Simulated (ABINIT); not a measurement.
Input of an ABINIT 10.8.3 (patched build) run:

File run.abi:

```
# Pseudopotentials
pp_dirpath "./"
pseudos "Au.upf"

# Structure
acell 3*1.0
rprim
     2.5987100005    -4.8835767428     0.0000000000
     2.5987100005     4.8835767428     0.0000000000
     0.0000000000     0.0000000000     8.8258611931
ntypat 1
znucl 79
natom 2
typat 1 1
xcart
     1.3751781100     0.8117824029     1.1676111525
     1.3751781100    -0.8117824029     3.5028334575 Angstrom
chkprim 0
chksymtnons 0
tolsym 1.0e-6

# Plane-wave basis
ecut 32.0

# k points
kptopt 1
ngkpt 8 8 4
nshiftk 1
shiftk 0.0 0.0 0.0

# Exchange and correlation
ixc 7

# Bands and occupations
nband 23
occopt 3
tsmear 0.05 eV

# SCF cycle
nstep 100
tolvrs 1.0e-10

# Output
iomode 3
prtwf 0
prtden 0
prteig 0
prtebands 0
```

Potentials or basis: PseudoDojo NC SR LDA v0.4 stringent.

Launch:

```console
$ mpirun --bind-to none -np 4 abinit run.abi > log 2>&1
```

(1) Predict the band gap on the k mesh.

(2) Estimate the pressure.

Answers

(1) none (metal or under the smearing width).

(2) -1.7 GPa.
